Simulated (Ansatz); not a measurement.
Si: equation of state with PBEsol

Crystal: Si.

```
CELL_PARAMETERS angstrom
-1.62691 1.62691 1.32033
1.62691 -1.62691 1.32033
1.62691 1.62691 -1.32033
ATOMIC_POSITIONS crystal
Si 0.00000 0.00000 0.00000
```

This isn't the form of Si at room conditions, which is diamond.

| Property | Result |
| --- | --- |
| Program | Ansatz 0.2.0 |
| Task | equation of state |
| Functional | PBEsol |
| Potentials or basis | all-electron LAPW, scalar-relativistic |
| Basis error allowed | 0.001 eV/atom |
| k mesh | 13 × 13 × 13 |
| Occupations | fermi-dirac, width 0.05 eV |
| Spin | no spin polarisation |

| Quantity | Value |
| --- | --- |
| Equilibrium volume | 14.11 Å³/atom |
| Bulk modulus at fixed shape and positions | 97 GPa |
| Pressure derivative of the bulk modulus | 4.8 (rough: it moves with the points fitted) |

Energy against volume, from the lowest point:
| volume (Å³/atom) | energy (meV/atom) |
| --- | --- |
| 13.140 | 23.07 |
| 13.420 | 11.12 |
| 13.699 | 3.57 |
| 13.979 | 0.00 |
| 14.258 | 0.07 |
| 14.538 | 3.32 |
| 14.818 | 9.29 |

All runs of the series together: 60 s on 1 thread of Arm Neoverse N1, on a shared host.

Caveat: the cell was scaled at fixed shape and fractional positions, which overstates the stiffness of a crystal with free parameters, most of all of layers and chains.
